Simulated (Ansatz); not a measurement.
A calculation with the code Ansatz. Plane-wave DFT: an element X is put into a periodic supercell of the crystal below and the atoms relax. X is one of the candidates, and is told by the neutral defect's formation energy over the elements (uncorrected), its moments where the run had spin, and its relaxed neighbours, eight at most.

```
cell
1.0
     5.1609    0.0000   -0.0053
     0.0000    5.2121    0.0000
    -0.8931    0.0000    5.2769
Hf O
4 8
Direct
  0.2757 0.4571 0.7084
  0.7243 0.9571 0.7916
  0.7243 0.5429 0.2916
  0.2757 0.0429 0.2084
  0.4492 0.7428 0.9766
  0.5508 0.2428 0.5234
  0.5508 0.2572 0.0234
  0.4492 0.7572 0.4766
  0.0671 0.3286 0.3484
  0.9329 0.8286 0.1516
  0.9329 0.6714 0.6516
  0.0671 0.1714 0.8484
```

host atoms in supercell: 24
functional: PBE
wave cutoff: 420 eV
k mesh: 2, 2, 2
k shift: 0.5, 0.5, 0.5 mesh steps
gaussian smearing: 0.02 eV
start displacement: 0.05 angstrom
electrons started on: no chosen atoms
candidate elements: H, Mg, Fe, Se, Y, Bi
found formation energy: 2.647 eV
found moment change of cell: 1 muB
found absolute moment of cell: 1.06 muB
found largest move from host sites: 0.201 angstrom
found added atom moment: 0.43 muB

```
supercell vector  supercell times a (host cell vectors)  supercell times b (host cell vectors)  supercell times c (host cell vectors)
               A                                     -1                                      0                                     -1
               B                                      1                                      1                                      0
               C                                      1                                     -1                                      0
```

```json
{"change element": "X", "change kind": "interstitial", "change place a (host cell vectors)": "1.1667", "change place b (host cell vectors)": "0", "change place c (host cell vectors)": "-0.4583"}
```

```tsv
found neighbour element	found neighbour distance (angstrom)
O	1.865
Hf	2.117
O	2.182
O	2.183
O	2.213
O	2.5
O	2.503
Hf	2.521
```

**Question.** Which element is X?

**Answer.** H.

Caveats: one random start near the defect, so other minima are possible; the supercell is small.
